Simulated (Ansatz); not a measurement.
Si: changes ranked by their effect on the pressure

```yaml
crystal:
  lattice:
    - [-2.25100, 2.36850, 1.27500]
    - [2.25100, -2.36850, 1.27500]
    - [2.25100, 2.36850, -1.27500]
  atoms:
    - { symbol: Si, position: [0.80700, 0.55700, 0.25000] }
    - { symbol: Si, position: [0.19300, 0.44300, 0.75000] }
```

Atom numbers follow the list: Si1, Si2.

The cell comes from COD entry 9011656, which wasn't checked; take it as a given geometry.

These are results of Ansatz 0.2.0, DFT, PBE, all-electron LAPW, scalar-relativistic, not measurements.

Sampling and basis: a Γ-centred 16×16×11 k mesh, Fermi–Dirac smearing of 0.08 eV, basis error target 0.5 meV/atom, no spin polarisation; this mesh doesn't keep the crystal's whole symmetry, which leaves small spurious terms.

In this reference run the pressure is 15.8 GPa (positive in compression). Each change below is made alone, on the same k mesh, with fractional coordinates held unless an atom is moved; x, y and z are the Cartesian axes.

**Question.** One change shifts the pressure by +5.6 GPa. Which?
A. volume scaled by 1.03
B. atom 1 (Si) moved by (0.2000, 0.0000, 0.0000) Å
C. volume scaled by 0.97
D. equal xy, yz and zx engineering shear strains of -4 %
E. z strained by +2 % at fixed volume

**Answer.** C. The others give: z strained by +2 % at fixed volume, +0.5 GPa; atom 1 (Si) moved by (0.2000, 0.0000, 0.0000) Å, +2.7 GPa; volume scaled by 1.03, -4.8 GPa; equal xy, yz and zx engineering shear strains of -4 %, +0.1 GPa.
